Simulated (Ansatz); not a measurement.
# Sn (Fd-3m) in Ansatz: further runs

Aim: see how the results for Sn move with the level of theory and the settings. Levels: LDA, PBEsol. Tasks: elastic constants, band structure.

Everything below comes from runs of Ansatz 0.2.0. Logs are shortened: lines on timing, memory, paths and dates and some standing lists are left out, and cuts for length are marked.

### Step 1. The crystal as given

The structure is cubic, space group Fd-3m (No. 227). The conventional cell has a = 6.467 Å, b = 6.467 Å, c = 6.467 Å, α = 90.00°, β = 90.00°, γ = 90.00°. Around Sn (site symmetry -43m) lie 4 Sn at 2.80 Å.

This isn't the form of Sn at room conditions, which is tetragonal (white tin).

### Step 2. Elastic constants, LDA

Input file input.yaml:

```yaml
crystal:
  lattice:
    - [0.0, 3.2333428, 3.2333428]
    - [3.2333428, 0.0, 3.2333428]
    - [3.2333428, 3.2333428, 0.0]
  atoms:
    - { symbol: Sn, position: [0.75, 0.75, 0.75] }
    - { symbol: Sn, position: [0.5, 0.5, 0.5] }
kpoints:
  mp_grid: { grid: [5, 5, 5] }
scf:
  occupations: { method: fermi_dirac, width: 0.05 }
hamiltonian:
  xc: lda
  pseudopotentials: { kind: all_electron, lapw: { basis_error: 0.001 } }
output:
  forces: true
  stress: true
elastic:
  mode: relaxed_ion
  stencil: two_point
```

Potentials or basis: all-electron LAPW, scalar-relativistic.

The run is started by

```sh
ansatz run input.yaml --threads 1 --pin off --max-ram 3072MiB --backend cpu --events-out ev --progress --plain --runs-dir out
```

The log of the run:

```text
Warning: RAYON_NUM_THREADS=1 ignored (pool sized by the plan → 1); use --threads N
LAPW: plane waves up to 8.527 Å⁻¹, error target 1.0e-3 eV per atom; small_component_spin mean_spin; Sn in spheres of 1.358 Å, 22 of its electrons in bands, Dirac shells [] (how accurate: hamiltonian.pseudopotentials.lapw.basis_error, Limitations)
Engine: ansatz 0.2.0, aarch64-unknown-linux-gnu
Pseudopotentials: kind: all_electron
Pseudopotential: Sn, LAPW, valence charge 22, lapw/all_electron/scalar/gaussian/Sn, Koelling and Harmon's equation, gaussian nucleus
Functional definition: SPW92
  exchange = slater_x
  correlation = pw_c
Crystal: 2 atoms, lattice volume = 67.606 Å³
Basis set: ecut = 277.01655455664064 eV, 725 PW (Γ), exchange–correlation at level 2
Bands: 27, of which v1, the nominal top of the filled ones, is band 22 counted from 1 (21 counted from 0)
Symmetry: 48 space group operations
Space group: Fd-3m (ITA 227), of the structure as read, at distance tolerance 4.1e-5 Å
k-points: 10 of 125
Non-local potential: Sn, projectors of the file, none
Initial density: superposition of atomic densities (chi_scale 0.1, normalization cell)
Initial wavefunctions: plane waves of lowest kinetic energy (no species holds an atomic orbital)
Functional: x = slater, c = lda
iter 1 solved again at ethr=7.26e-4 eV; its pass at ethr=1.00e-1 eV (dr2=3.19e-1 eV) is discarded
SCF iter   1: F=—  HF=-335889.846700 eV  |F-HF|=—  |Δ(HF+E_count)|=         —  Δρ=1.94e-2  dr2=3.23e-1  ethr=7.26e-4  ⟨swp⟩=2.7  Hψ=1728  notcnv=0
preconditioner: auto → none  [insulator: Δε(μ)=0.560 eV  Ē_g=20.757 eV  σ=0.050 eV  W_gap=0.81  n_scr=14 (ndim 8)  ℏωp=23.9 eV  f_vac=0.123  D(μ)=0.52/eV (n_scr^D=0)  ε∞_Penn≈2.3]
SCF iter   2: F=—  HF=-335889.746325 eV  |F-HF|=—  |Δ(HF+E_count)|=   1.00e-1  Δρ=8.10e-3  dr2=5.35e-2  ethr=7.26e-4  ⟨swp⟩=2.0  Hψ=800  notcnv=0
iter 3 solved again at ethr=5.42e-7 eV; its pass at ethr=1.22e-4 eV (dr2=2.38e-4 eV) is discarded
SCF iter   3: F=—  HF=-335889.731409 eV  |F-HF|=—  |Δ(HF+E_count)|=   1.49e-2  Δρ=7.27e-4  dr2=2.45e-4  ethr=5.42e-7  ⟨swp⟩=3.0  Hψ=1380  notcnv=0
SCF iter   4: F=—  HF=-335889.730566 eV  |F-HF|=—  |Δ(HF+E_count)|=         —  Δρ=2.34e-4  dr2=2.49e-5  ethr=5.42e-7  ⟨swp⟩=2.1  Hψ=754  notcnv=0
the basis was enlarged: its passes take 104.3 KiB over the memory plan, 1 of 1 planned eigensolver slots
SCF iter   5: F=—  HF=-335889.730560 eV  |F-HF|=—  |Δ(HF+E_count)|=   6.23e-6  Δρ=3.13e-5  dr2=4.78e-7  ethr=5.66e-8  ⟨swp⟩=2.1  Hψ=753  notcnv=0
SCF iter   6: F=—  HF=-335889.730560 eV  |F-HF|=—  |Δ(HF+E_count)|=   2.36e-7  Δρ=2.36e-6  dr2=2.94e-9  ethr=1.09e-9  ⟨swp⟩=2.6  Hψ=759  notcnv=0
[... 121 lines left out ...]
  E_closure    = 0.000000  (closes the sum)
  E_atoms      = -335880.893080  (free atoms, spherical and without spin; not in F)
  Σ components = -335889.730560   (vs F -335889.730560, Δ=0.00e0)
  Basis errors (estimates in eV, not in F): energy 4.4e-4 per atom: plane waves 4.0e-4 (2.3e-4 summed), levels above the bands 4.2e-61, relativity 6.5e-9, radial functions 3.5e-5, core shells 1.1e-7; eigenvalues (radial functions only) 1.7e-7; not estimated: angular momenta, meshes, grids; target (lapw.basis_error) 1.0e-3; muffin-tin radii Sn 1.358 Å
--- Forces (eV/Å), atoms counted from 1 ---
  atom   1  Sn    -0.00000000    -0.00000000     0.00000000
  atom   2  Sn     0.00000000     0.00000000     0.00000000
  max |Σ_I F_I| component: 1.16e-18 eV/Å
--- Stress (GPa, compression-positive) ---
        0.363060       0.000000       0.000000
        0.000000       0.363060       0.000000
        0.000000       0.000000       0.363060
  P = ⅓ Tr σ = 0.3631 GPa (3.631 kbar)
--- Band table (eV; the first three rows and the last of 10) ---
  k-point 0: bands = ["-119.0061", "-119.0028", "-74.9306", "-74.9306", "-74.9306", "-74.9154", "-74.9154", "-74.9154", "-11.5867", "-11.5867", "-11.5867", "-11.5237", "-11.5237", "-11.2021", "-11.2021", "-11.2021", "-11.1910", "-11.1910", "-0.7195", "9.2422", "10.1079", "10.1079", "10.1079", "12.1672", "12.1672", "12.1672", "14.8694"]
  k-point 1: bands = ["-119.0058", "-119.0030", "-74.9309", "-74.9309", "-74.9300", "-74.9160", "-74.9151", "-74.9151", "-11.6077", "-11.6077", "-11.5775", "-11.4921", "-11.4921", "-11.2388", "-11.2388", "-11.2140", "-11.1606", "-11.1606", "-0.3343", "6.6332", "9.5270", "9.5270", "10.4213", "12.8901", "12.8901", "13.7688", "16.1991"]
  k-point 2: bands = ["-119.0054", "-119.0035", "-74.9315", "-74.9315", "-74.9289", "-74.9171", "-74.9146", "-74.9146", "-11.6228", "-11.6228", "-11.5617", "-11.4637", "-11.4637", "-11.2610", "-11.2610", "-11.2342", "-11.1448", "-11.1448", "0.6361", "4.1119", "8.9626", "8.9626", "9.9775", "13.2513", "13.2513", "15.6315", "16.9440"]
  k-point 9: bands = ["-119.0048", "-119.0040", "-74.9325", "-74.9322", "-74.9252", "-74.9208", "-74.9138", "-74.9135", "-11.6569", "-11.6487", "-11.4913", "-11.4101", "-11.3928", "-11.3617", "-11.3146", "-11.2775", "-11.1141", "-11.1067", "1.5968", "3.3622", "6.7935", "7.5582", "12.7677", "12.7873", "13.7049", "15.9662", "17.5273"]
--- Elastic constants: 2 strain directions × 2 members + reference (group order 48) ---
  dense FFT box of the reference and of every strained cell: 30×30×30
  strains applied: 11, 23; error gains: componentwise 1.00 (the most a stress slope's error grows in a printed constant), spectral 1.73 (1 for all six strains in a standard setting)
  C = ∂σ_k/∂η_j (tension-positive GPa; Voigt order 11 22 33 23 13 12):
        69.235     35.477     35.477     -0.000     -0.000      0.000
        35.477     69.235     35.477      0.000      0.000     -0.000
        35.477     35.477     69.235     -0.000      0.000      0.000
        -0.000      0.000      0.000     10.289      0.000     -0.000
         0.000     -0.000     -0.000     -0.000     10.289      0.000
         0.000     -0.000      0.000     -0.000     -0.000     10.289
  reference stress σ⁰ (GPa):     -0.363     -0.363     -0.363     -0.000     -0.000     -0.000
  no Pulay correction (none for the plane-wave cutoff is built on LAPW): the batch's stresses and constants are at fixed plane waves
  C* (energy form; C + prestress term) asymmetry max|C*_kj − C*_jk| = 2.085e-16 GPa — a small one proves nothing (zero by symmetry where the batch's group is 432, −43m or m−3m); a large one is finite-difference/SCF noise where every solve meets its electron count
  moduli (Voigt/Reuss/Hill, GPa): K = 46.73/46.73/46.73   G = 12.93/12.19/12.56   E = 34.58   ν = 0.377
  mechanically stable: yes (min eigenvalue of sym C = 10.29 GPa)
  where every solve meets its electron count the energy-path curvature estimates C_jj along a normal strain and C_jj − ¼(σ⁰_aa + σ⁰_bb) along a shear (ab), closely only under elastic.basis: deformed
  strain η (Voigt 11):  stress-route row diagonal C_11 = 69.23 GPa, energy-path curvature d²(F+E_count)/dδ²/Ω₀ = 69.23 GPa
         δ    σ_11 (GPa)             F (eV)   n_scf  n_hpsi   n_pw
    -2.000e-3      -0.5018     -335889.7301955       6   12294    725   relax 0 steps, max|allowed force component| 1.39e-17 eV/Å
     2.000e-3      -0.2249     -335889.7308084       7   13638    725   relax 0 steps, max|allowed force component| 1.39e-17 eV/Å
  strain η (Voigt 23):  stress-route row diagonal C_44 = 10.29 GPa, energy-path curvature d²(F+E_count)/dδ²/Ω₀ = 10.42 GPa
         δ    σ_23 (GPa)             F (eV)   n_scf  n_hpsi   n_pw
    -2.000e-3      -0.0206     -335889.7305516       2    5941    725   relax 4 steps, max|allowed force component| 2.06e-7 eV/Å
     2.000e-3       0.0206     -335889.7305516       2    5955    725   relax 2 steps, max|allowed force component| 2.87e-5 eV/Å
```

It took 69 s on 1 thread of Arm Neoverse V1, shared host; peak memory 0.33 GiB.

What came out:

```yaml
Free_energy: -335889.7306 eV
Pressure: 0.4 GPa
Band_gap_on_the_k_mesh: none (metal or under the smearing width)
Elastic_constants_C11_C12_C44: 69, 35, 10 GPa
Voigt_bulk_modulus: 47 GPa
```

Levels at points of the mesh, in eV from the Fermi level:
```
           k point  band 18  band 19  band 20  band 21  band 22  band 23  band 24  band 25  band 26  band 27
(0.00, 0.00, 0.00)   -21.11   -10.64    -0.68     0.19     0.19     0.19     2.25     2.25     2.25     4.95
```

Elastic tensor in Voigt notation (GPa, in the Cartesian axes of the cell as first typed):
```
69 35 35  0  0  0
35 69 35  0  0  0
35 35 69  0  0  0
 0  0  0 10  0  0
 0  0  0  0 10  0
 0  0  0  0  0 10
```

Caveat: the k mesh is thin for a metal, which can move the energy by tens of meV per atom; a metal's response needs a denser mesh; elastic constants of metals need much finer meshes, so these are rough.

### Step 3. Band structure, PBEsol, spin-orbit coupling, no magnetisation

Edit input.yaml of step 2 so:

```diff
@@ -10,2 +10,13 @@
   mp_grid: { grid: [5, 5, 5] }
+  band_path:
+    path:
+      - [0.0, 0.0, 0.0]
+      - [0.5, 0.0, 0.5]
+      - [0.5, 0.25, 0.75]
+      - [0.375, 0.375, 0.75]
+      - [0.0, 0.0, 0.0]
+      - [0.5, 0.5, 0.5]
+      - [0.625, 0.25, 0.625]
+      - [0.5, 0.25, 0.75]
+    npoints: 8
 scf:
@@ -13,4 +24,7 @@
 hamiltonian:
-  xc: lda
+  xc: pbesol
   pseudopotentials: { kind: all_electron, lapw: { basis_error: 0.001 } }
+magnetization:
+  noncollinear: true
+  spin_orbit: true
 output:
@@ -18,4 +32,2 @@
   stress: true
-elastic:
-  mode: relaxed_ion
-  stencil: two_point
+  eigenvalues: true
```

Potentials or basis: all-electron LAPW, relativistic spinors.

The run is started by

```sh
ansatz run input.yaml --threads 1 --pin off --max-ram 3072MiB --backend cpu --events-out ev --progress --plain --runs-dir out
```

Run time: 82 s. Hardware: 1 thread of Arm Neoverse V1, shared host; peak memory 0.45 GiB.

The run converged. Its results:

```
Free energy             : -336128.1310 eV
Pressure                : 1.6 GPa
Band gap along the path : none (metal or under the smearing width)
```

Levels at the corners of the path, in eV from the Fermi level:
```tsv
point	band 41	band 42	band 43	band 44	band 45	band 46	band 47	band 48
Γ	-0.31	-0.31	0.38	0.38	0.38	0.38	1.89	1.89
X	-2.45	-2.45	-2.45	-2.45	0.82	0.82	0.82	0.82
W	-3.14	-3.14	-2.96	-2.96	3.31	3.31	3.63	3.63
K	-3.39	-3.39	-2.08	-2.08	1.10	1.10	3.40	3.40
Γ	-0.31	-0.31	0.38	0.38	0.38	0.38	1.89	1.89
L	-1.30	-1.30	-0.86	-0.86	0.03	0.03	3.17	3.17
U	-3.39	-3.39	-2.08	-2.08	1.10	1.10	3.40	3.40
W	-3.14	-3.14	-2.96	-2.96	3.31	3.31	3.63	3.63
```

Caveat: the k mesh is thin for a metal, which can move the energy by tens of meV per atom.
